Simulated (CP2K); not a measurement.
The system is La.

```xyz
1
Lattice="3.6786 0.0000 0.0000 -1.2262 3.4682 0.0000 -1.2262 -1.7341 3.0036" Properties=species:S:1:pos:R:3 pbc="T T T"
La    0.0000    0.0000    0.0000
```

This isn't the form of La at room conditions, which is double hcp.

| Item | Value |
| --- | --- |
| Program | CP2K 2026.2 |
| Task | single point |
| Functional | PBEsol |
| Potentials or basis | GTH_POTENTIALS La GTH-PBE-q11; TZVP-MOLOPT-SR-GTH basis |
| Density cutoff | 6123 eV |
| k mesh | 9 × 9 × 9 |
| Occupations | fermi-dirac, width 0.05 eV |
| Spin | no spin polarisation |

On this cell: pressure -1.7 GPa; band gap on the k mesh none (metal or under the smearing width).

The same run follows on a disturbed copy (cell strained at random at fixed volume):

```
La
1.0
     3.70026    0.00000    0.00000
    -1.25973    3.45860    0.00000
    -1.13428   -1.68713    2.99424
La
1
Direct
  0.98387 0.98284 0.98506
```

Q: What does the disturbed cell give?

A: The energy (extrapolated to zero smearing) moves by -0.6 meV/atom; pressure -1.7 GPa; band gap on the k mesh none (metal or under the smearing width).

Stress tensor (GPa, compression positive):
```
-1.70 -0.06  0.13
-0.06 -1.71 -0.25
 0.13 -0.25 -1.54
```

Caveats: the potentials were made for another functional, which shifts forces and pressure; the basis of atomic orbitals isn't converged, which shifts pressures, moduli and gaps.
